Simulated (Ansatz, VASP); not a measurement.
# One calculation of TiB2, two programs

File INCAR:

```
SYSTEM = TiB2
ALGO = Normal
EDIFF = 1E-6
ENCUT = 520
GGA = CA
ISIF = 2
ISMEAR = -1
LASPH = .True.
LCHARG = .False.
LREAL = .False.
LWAVE = .False.
NBANDS = 16
NELM = 60
PREC = Accurate
SIGMA = 0.05
```

File KPOINTS:

```
k-points
0
Gamma
  10 10 8
  0 0 0
```

The input POSCAR:

```
TiB2
1.0
    3.0088691861      0.0000000000      0.0000000000
   -1.5044345930      2.6057571518      0.0000000000
    0.0000000000      0.0000000000      3.2067322330
Ti B
1 2
Direct
    0.0000000000      0.0000000000      0.0000000000
    0.6666666667      0.3333333333      0.5000000000
    0.3333333333      0.6666666667      0.5000000000
```

Contents of input.yaml:

```yaml
crystal:
  lattice:
    - [3.0088691861, 0.0, 0.0]
    - [-1.504434593, 2.6057571518, 0.0]
    - [0.0, 0.0, 3.206732233]
  atoms:
    - { symbol: Ti, position: [0.0, 0.0, 0.0] }
    - { symbol: B, position: [0.6666666667, 0.3333333333, 0.5] }
    - { symbol: B, position: [0.3333333333, 0.6666666667, 0.5] }
hamiltonian:
  xc: lda
  pseudopotentials: { kind: paw }
kpoints:
  mp_grid: { grid: [10, 10, 8] }
scf:
  occupations: { method: fermi_dirac, width: 0.05 }
output:
  forces: true
  stress: true
  eigenvalues: true
  write_density: true
  write_potential: true
  elf: true
  volumetric_format: npy
```

Alike in both runs: task single point; functional LDA; k mesh 10 × 10 × 8; occupations fermi-dirac, width 0.05 eV; no spin polarisation.

```csv
,VASP,Ansatz
version,VASP 6.6.1,Ansatz 0.2.0
potentials or method,"VASP PAW LDA potentials, release 64 (Ti_sv, B)",Ansatz PAW
plane-wave cutoff (eV),520,420
valence electrons in the cell,18,18
```

VASP gave:

| Quantity | Value |
| --- | --- |
| gap on the k mesh at the Fermi level (eV) | none |
| pressure (GPa) | -5.7 |
| largest component of the traceless stress (GPa) | 1.45 |

Task: What did Ansatz give for the same quantities?

Result: gap on the k mesh at the Fermi level (eV): none; pressure (GPa): -6.2; largest component of the traceless stress (GPa): 1.45.

A gap of «none» marks a metal or a gap that the smearing closes.

Caveats: the PAW data sets come from PBE, with cores solved anew for the run's functional, which leaves a small shift of forces and pressure (Ansatz).
